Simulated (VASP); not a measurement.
# Hg (I4/mmm) in VASP: reference runs, part 2 of 2

VASP 6.6.1.

## (3) Single point, PBE (cell strained at random at fixed volume)

INCAR reads:

```
SYSTEM = Hg
ALGO = Normal
EDIFF = 1E-7
ENCUT = 520
GGA = PE
ISIF = 2
ISMEAR = -1
LASPH = .TRUE.
LCHARG = .FALSE.
LREAL = .FALSE.
LWAVE = .FALSE.
NBANDS = 12
NELM = 100
PREC = Accurate
SIGMA = 0.05
```

KPOINTS reads:

```
k-points
0
G
  10 10 10
  0 0 0
```

POSCAR reads:

```
Hg
1.0
   -1.9129580000      1.8560820000      1.9214850000
    1.8750080000     -1.8958070000      1.9232230000
    1.8916120000      1.8744610000     -1.9603790000
Hg
1
Direct
    0.4987490000      0.4934840000     -0.0048490000
```

Potentials or basis: VASP PAW PBE potentials, release 64 (Hg).

Run with:

```sh
$ cat potpaw_PBE.64/Hg/POTCAR > POTCAR
$ mpirun -np 1 vasp_std > vasp.out
```

OUTCAR:

```text
SYSTEM = Hg
   EDIFF = 1E-7
   ENCUT = 520
   GGA = PE
   ISIF = 2
   ISMEAR = -1
   LASPH = .TRUE.
   LREAL = .FALSE.
   NELM = 100
   PREC = Accurate

 ion  position               nearest neighbor table
   1  0.499  0.493  0.995-

  LATTYP: Found a triclinic cell.
 ALAT       =     8.4445441814
 B/A-ratio  =     0.6313595855
 C/A-ratio  =     0.3810282751
 COS(alpha) =     0.0082284571
 COS(beta)  =     0.2581412178
 COS(gamma) =     0.9500416907

  Lattice vectors:

 A1 = (  -7.5545860000,   3.7732350000,   0.0354180000)
 A2 = (  -3.7879660000,   3.7518890000,  -0.0017380000)
 A3 = (  -1.8536620000,  -1.8347360000,  -1.8843290000)

Analysis of symmetry for initial positions (statically):
=====================================================================
 Subroutine PRICEL returns:
 Original cell was already a primitive cell.

 Routine SETGRP: Setting up the symmetry group for a
 triclinic supercell.

 Subroutine GETGRP returns: Found  2 space group operations
 (whereof  1 operations were pure point group operations)
 out of a pool of  2 trial point group operations.

The static configuration has the point symmetry C_1 .
 The point group associated with its full space group is S_2 .

Analysis of symmetry for dynamics (positions and initial velocities):
=====================================================================
 Subroutine PRICEL returns:
 Original cell was already a primitive cell.

 Routine SETGRP: Setting up the symmetry group for a
 triclinic supercell.

 Subroutine GETGRP returns: Found  2 space group operations
 (whereof  1 operations were pure point group operations)
 out of a pool of  2 trial point group operations.

The dynamic configuration has the point symmetry C_1 .
 The point group associated with its full space group is S_2 .

 Subroutine INISYM returns: Found  2 space group operations
 (whereof  1 operations are pure point group operations),
 and found     1 'primitive' translations

----------------------------------------------------------------------------------------

                                     Primitive cell

  volume of cell :      27.0056

  direct lattice vectors                    reciprocal lattice vectors
    -1.912958000  1.856082000  1.921485000     0.004128544  0.270822449  0.262936769
     1.875008000 -1.895807000  1.923223000     0.268106524  0.004273880  0.262788337
     1.891612000  1.874461000 -1.960379000     0.267071606  0.269642195  0.005422233

  length of vectors
     3.285810905  3.287632262  3.306793889     0.377488527  0.375442518  0.379557053

  position of ions in fractional coordinates (direct lattice)
     0.498749000  0.493484000  0.995151000

  ion indices of the primitive-cell ions
   primitive index   ion index
                 1           1

----------------------------------------------------------------------------------------

 KPOINTS: k-points

Automatic generation of k-mesh.
 Grid dimensions read from file:
 generate k-points for:   10   10   10

 Generating k-lattice:

  Cartesian coordinates                     Fractional coordinates (reciprocal lattice)
     0.000412854  0.027082245  0.026293677     0.100000000 -0.000000000  0.000000000
     0.026810652  0.000427388  0.026278834     0.000000000  0.100000000  0.000000000
     0.026707161  0.026964219  0.000542223     0.000000000  0.000000000  0.100000000

  Length of vectors
     0.037748853  0.037544252  0.037955705

  Shift w.r.t. Gamma in fractional coordinates (k-lattice)
     0.000000000  0.000000000  0.000000000

 Subroutine IBZKPT returns following result:
 ===========================================

 Found    504 irreducible k-points:

 Following reciprocal coordinates:
            Coordinates               Weight
  0.000000  0.000000  0.000000      1.000000
  0.100000  0.000000  0.000000      2.000000
  0.200000  0.000000  0.000000      2.000000
  0.300000 -0.000000  0.000000      2.000000
  0.400000  0.000000  0.000000      2.000000
  0.500000 -0.000000  0.000000      1.000000
[... 42 lines left out ...]
  0.200000  0.500000  0.000000      2.000000
  0.300000  0.500000  0.000000      2.000000
 [... further k-points ...]
   k-points           NKPTS =    504   k-points in BZ     NKDIM =    504   number of bands    NBANDS=     12
   number of dos      NEDOS =    301   number of ions     NIONS =      1
   total plane-waves  NPLWV =  16128
   dimension x,y,z NGX =    24 NGY =   24 NGZ =   28
   dimension x,y,z NGXF=    48 NGYF=   48 NGZF=   56
   ions per type =               1
   NGX,Y,Z   is equivalent  to a cutoff of  12.14, 12.14, 14.08 a.u.
   NGXF,Y,Z  is equivalent  to a cutoff of  24.29, 24.27, 28.15 a.u.
 SYSTEM =  Hg
   PREC   = accura    normal or accurate (medium, high low for compatibility)
   ISTART =      0    job   : 0-new  1-cont  2-samecut
   ICHARG =      2    charge: 1-file 2-atom 10-const
   ISPIN  =      1    spin polarized calculation?
   LNONCOLLINEAR =      F non collinear calculations
   LSORBIT =      F    spin-orbit coupling
   LASPH  =      T    aspherical Exc in radial PAW
   ENCUT  =  520.0 eV  38.22 Ry    6.18 a.u.   6.11  6.11  6.15*2*pi/ulx,y,z
   NELM   =    100;   NELMIN=  2; NELMDL= -5     # of ELM steps
   EDIFF  = 0.1E-06   stopping-criterion for ELM
   LREAL  =      F    real-space projection
   EDIFFG = 0.1E-05   stopping-criterion for IOM
   NSW    =      0    number of steps for IOM
   IBRION =     -1    ionic relax: 0-MD 1-quasi-New 2-CG
   NFREE  =      0    steps in history (QN), initial steepest desc. (CG)
   ISIF   =      2    stress and relaxation
   ISYM   =      2    0-nonsym 1-usesym 2-fastsym
   POTIM  = 0.5000    time-step for ionic-motion
   TEBEG  =    0.0;   TEEND  =   0.0 temperature during run
   PSTRESS=    0.0 pullay stress
   NELECT =      12.0000    total number of electrons
   NUPDOWN=      -1.0000    fix difference up-down
   EMIN   =  10.00;   EMAX   =-10.00  energy-range for DOS
   EFERMI =   0.00;   METHOD = LEGACY
   ISMEAR =    -1;   SIGMA  =   0.05  broadening in eV -4-tet -1-fermi 0-gaus
   EFERMI_NEDOS =   21; number of points for ismear=-14 and -15
   IALGO  =     38    algorithm
   IMIX   =      4    mixing-type and parameters
     AMIX     =   0.40;   BMIX     =  1.00
     AMIX_MAG =   1.60;   BMIX_MAG =  1.00
  volume/ion in A,a.u.               =      27.01       182.24
  Fermi-wavevector in a.u.,A,eV,Ry     =   1.249254  2.360748 21.233734  1.560635
  Thomas-Fermi vector in A             =   2.383303
   LORBIT       =      0    0 simple, 1 ext, 2 COOP (PROOUT), +10 PAW based schemes
   GGA     = PE    functional components
   LHFCALC =     F    Hartree Fock is set to
   AEXX    =    0.0000 exact exchange contribution
   IVDW    =     0    specifies the selected vdW correction
   LEPSILON=     F    determine dielectric tensor
   LRPA    =     F    only Hartree local field effects (RPA)
 non-spin polarized calculation
  energy-cutoff  :      520.00
  volume of cell :       27.01
 maximum number of plane-waves:       741
   NGX = 13   NGY = 13   NGZ = 13

 number of electron      12.0000000 magnetization

 Free energy of the ion-electron system (eV)
  ---------------------------------------------------
  ext. energy  EPLUGINS =         0.00000000
  ---------------------------------------------------
  free energy    TOTEN  =        -0.16901641 eV

  energy without entropy =       -0.16717364  energy(sigma->0) =       -0.16809502

 E-fermi :   1.7253     XC(G=0): -10.1225

 val. band max:        1.7037614776   @ k =  -0.4000   0.5000   0.3000
 cond. band min:       1.7307377826   @ k =  -0.3000   0.4000   0.5000
 fundamental gap:      0.0269763050
 Fermi energy:         1.7252720527

 k-point     1 :       0.0000    0.0000    0.0000
  band No.  band energies     occupation
      1      -6.2507      2.00000
      2      -5.0260      2.00000
      3      -4.9378      2.00000
      4      -4.8737      2.00000
      5      -4.2863      2.00000
      6      -4.2268      2.00000
      7      15.6494      0.00000
      8      15.8927      0.00000
      9      16.5315      0.00000
     10      16.5570      0.00000
     11      16.7759      0.00000
     12      17.0316      0.00000
[... 571 lines left out ...]
 k-point    40 :       0.3000    0.4000    0.0000
  band No.  band energies     occupation
      1      -5.2739      2.00000
      2      -4.8610      2.00000
      3      -4.6416      2.00000
      4      -4.2784      2.00000
      5      -4.1343      2.00000
      6       0.4772      2.00000
      7       3.4686      0.00000
      8       4.9570      0.00000
      9      10.7124      0.00000
     10      17.2009      0.00000
     11      18.4921      0.00000
     12      20.0517      0.00000

 [... further k-points ...]
[... 5 lines left out ...]
  --------------------------------------------------------------------------------------
  -------------------------------------------------------------------------------------
  Total        0.2628859      0.2260591      0.2777352      0.0074791      0.0242347      0.0244569
  in kB       15.5964012     13.4115503     16.4773707      0.4437189      1.4377851      1.4509721
  external PRESSURE =      15.1617740 kB  Pullay stress =       0.0000000 kB

 VOLUME and BASIS-vectors are now :
 -----------------------------------------------------------------------------
  energy-cutoff  :      520.00
  volume of cell :       27.01
      direct lattice vectors                 reciprocal lattice vectors
    -1.912958000  1.856082000  1.921485000     0.004128544  0.270822449  0.262936769
     1.875008000 -1.895807000  1.923223000     0.268106524  0.004273880  0.262788337
     1.891612000  1.874461000 -1.960379000     0.267071606  0.269642195  0.005422233

 POSITION                                       TOTAL-FORCE (eV/Angst)
 -----------------------------------------------------------------------------------
      1.85364      1.85554     -0.04345        -0.000000      0.000000      0.000000
 -----------------------------------------------------------------------------------
    total drift:                               -0.000005      0.000001     -0.000007

  FREE ENERGIE OF THE ION-ELECTRON SYSTEM (eV)
  ---------------------------------------------------
  free  energy   TOTEN  =        -0.1690164085 eV

  energy  without entropy=       -0.1671736398  energy(sigma->0) =       -0.16809502
```

OSZICAR:

```text
N       E                     dE             d eps       ncg     rms          rms(c)
DAV:   1     0.731805741900E+02    0.73181E+02   -0.63093E+03 12256   0.942E+02
DAV:   2     0.116516081575E+01   -0.72015E+02   -0.67745E+02 13348   0.225E+02
DAV:   3    -0.186085172480E+00   -0.13512E+01   -0.13500E+01 14164   0.341E+01
DAV:   4    -0.187459241823E+00   -0.13741E-02   -0.13740E-02 13268   0.114E+00
DAV:   5    -0.187461310946E+00   -0.20691E-05   -0.20692E-05 13960   0.428E-02    0.234E+00
DAV:   6    -0.169797668844E+00    0.17664E-01   -0.45606E-02 14180   0.237E+00    0.182E+00
DAV:   7    -0.168851627288E+00    0.94604E-03   -0.62367E-03 13916   0.758E-01    0.843E-01
DAV:   8    -0.168989583610E+00   -0.13796E-03   -0.70041E-04 12596   0.321E-01    0.304E-02
DAV:   9    -0.169011898882E+00   -0.22315E-04   -0.13265E-05 13724   0.328E-02    0.113E-02
DAV:  10    -0.169016472939E+00   -0.45741E-05   -0.50642E-06 12552   0.223E-02    0.826E-04
DAV:  11    -0.169016408524E+00    0.64415E-07   -0.23400E-08  9492   0.102E-03
   1 F= -.16901641E+00 E0= -.16809502E+00  d E =-.184277E-02
```

It took 47 s on 1 thread of Intel Xeon Platinum 8488C (Sapphire Rapids), shared host; peak memory 0.26 GiB.

What came out:

* Free energy: -0.1690 eV
* Pressure: 1.5 GPa
* Band gap on the k mesh: none (metal or under the smearing width)

Stress tensor (GPa, compression positive):
```
1.56 0.04 0.15
0.04 1.34 0.14
0.15 0.14 1.65
```

Levels at points of the mesh, in eV from the Fermi level:
```
           k point  band 4  band 5  band 6  band 7  band 8  band 9
(0.00, 0.00, 0.00)   -6.60   -6.01   -5.95   13.92   14.17   14.81
(0.50, 0.00, 0.00)   -5.97   -5.46   -1.35   -0.74    8.69    9.74
(0.00, 0.50, 0.00)   -5.99   -5.47   -1.42   -0.78    8.85    9.92
(0.50, 0.50, 0.00)   -5.92   -5.49   -1.49   -0.78    8.44    9.70
(0.00, 0.00, 0.50)   -5.95   -5.46   -1.30   -0.70    8.45    9.42
(0.50, 0.00, 0.50)   -5.94   -5.52   -1.74   -0.92    9.02   10.18
(0.00, 0.50, 0.50)   -5.92   -5.51   -1.68   -0.89    8.88   10.01
(0.50, 0.50, 0.50)   -5.62   -5.54    2.30    3.47    3.91    4.13
```

The run has no spin-orbit coupling, so splittings on Hg are missing.
